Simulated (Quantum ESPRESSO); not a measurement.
Crystal: HfO2.

```
CELL_PARAMETERS angstrom
0.00000 2.55750 2.55750
2.55750 0.00000 2.55750
2.55750 2.55750 0.00000
ATOMIC_POSITIONS crystal
Hf 0.00000 0.00000 0.00000
O 0.75000 0.75000 0.75000
O 0.25000 0.25000 0.25000
```

Measurements of this composition are mostly on another form, of space group No. 14.

```yaml
Program: Quantum ESPRESSO 7.5
Task: phonons
Functional: PW91
Potentials_or_basis: GBRV 1.5 PBE
Cutoff: 612 eV
Density_cutoff: 4898 eV
k_mesh: 4 × 4 × 4, shifted
Occupations: fermi-dirac, width 0.05 eV
Spin: no spin polarisation
Mixing_beta: 0.5
Most_SCF_iterations: 120
SCF_threshold: 6e-10 Ry
```

The cell and the atoms were relaxed first, to 10.92 Å³/atom (a = 3.592 Å, b = 3.592 Å, c = 3.592 Å, α = 60.00°, β = 60.00°, γ = 60.00°), and the response was taken there.

The first run showed a gap, so the response started from a second, tighter run with fixed occupations.

**Question.** Which optical modes does the crystal have at the zone centre, and which show in infrared and Raman spectra?

**Answer.** The optical modes are T1u + T2g. Infrared active: T1u. Raman active: T2g.

Optical modes at Γ, degenerate ones joined, polar ones without the macroscopic field:
| cm⁻¹ | components | symmetry | active in | IR intensity, summed ((D/Å)²/amu) |
| --- | --- | --- | --- | --- |
| 225 | 3 | T1u | IR | 77.05 |
| 573 | 3 | T2g | Raman | 0.00 |

Zone-centre frequencies without and with the macroscopic field along z (cm⁻¹):
```csv
,optical modes in rising order
without,225 225 225 573 573 573
with the field,225 225 573 573 573 612
```

Born effective charge tensors (e):
atom 1, Hf
```
5.50 0.00 0.00
0.00 5.50 0.00
0.00 0.00 5.50
```
atom 2, O
```
-2.74  0.00  0.00
 0.00 -2.74  0.00
 0.00  0.00 -2.74
```
atom 3, O
```
-2.74  0.00  0.00
 0.00 -2.74  0.00
 0.00  0.00 -2.74
```

Caveat: the potentials were made for another functional, which shifts forces and pressure.
